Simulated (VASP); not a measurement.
## GaSb: relaxation of cell and atoms with vdW-DF

The system is GaSb.

```
Sb Ga
1.0
     0.00000    3.05900    3.05900
     3.05900    0.00000    3.05900
     3.05900    3.05900    0.00000
Sb Ga
1 1
Direct
  0.75000 0.75000 0.75000
  0.00000 0.00000 0.00000
```

```
Program                : VASP 6.6.1
Task                   : relaxation of cell and atoms
Functional             : vdW-DF
Potentials or basis    : VASP PAW PBE potentials, release 64 (Sb, Ga_d)
Cutoff                 : 600 eV
k mesh                 : 8 × 8 × 8
Occupations            : fermi-dirac, width 0.05 eV
Spin                   : no spin polarisation
Further INCAR settings : ALGO = Normal; EDIFF = 1e-06; IBRION = 2; EDIFFG = -0.02; NSW = 40; ISIF = 3
```

```yaml
Relaxed_volume: 31.62 Å³/atom
Relaxed_cell: a = 4.472 Å, b = 4.472 Å, c = 4.472 Å, α = 60.00°, β = 60.00°, γ = 60.00°
Space_group_after_relaxing_to_0.05_Å: F-43m (No. 216)
Energy_gained_by_relaxing: 40.9 meV/atom
Ionic_steps: 3
Pressure_after_relaxing: 0.0 GPa
Band_gap_on_the_k_mesh: none (metal or under the smearing width)
```

Step by step:
```tsv
step	energy change (eV)	largest force (eV/Å)	pressure (GPa)	volume (Å³)
1	0.0000	0.0000	4.82	57.25
2	-0.0780	0.0000	-0.76	64.68
3	-0.0817	0.0000	-0.04	63.24
```

Final structure:
```yaml
crystal:
  lattice:
    - [0.00000, 3.16215, 3.16215]
    - [3.16215, 0.00000, 3.16215]
    - [3.16215, 3.16215, 0.00000]
  atoms:
    - { symbol: Sb, position: [0.75000, 0.75000, 0.75000] }
    - { symbol: Ga, position: [0.00000, 0.00000, 0.00000] }
```

Levels at points of the mesh, in eV from the Fermi level:
| k point | band 7 | band 8 | band 9 | band 10 | band 11 | band 12 |
| --- | --- | --- | --- | --- | --- | --- |
| (0.00, 0.00, 0.00) | -0.76 | -0.04 | -0.04 | -0.04 | 2.77 | 2.77 |
| (0.50, 0.00, 0.00) | -5.94 | -1.03 | -1.03 | 0.19 | 3.74 | 3.74 |
| (0.50, 0.50, 0.00) | -6.43 | -2.26 | -2.26 | 1.01 | 1.50 | 7.96 |

It took 3.3 min on 1 thread of AMD EPYC 7R13 Processor (Zen 3), with other jobs on the host, peak memory 0.46 GiB.

Caveat: the PAW data sets were made with another functional, which shifts forces and pressure a little; the volume moved by +10 % from the deposited cell, more than functionals usually miss; this crystal is a semiconductor, whose small gap the functional closes, so the metal is an error of the method. Spin-orbit coupling is left out, which matters for the levels of Sb.
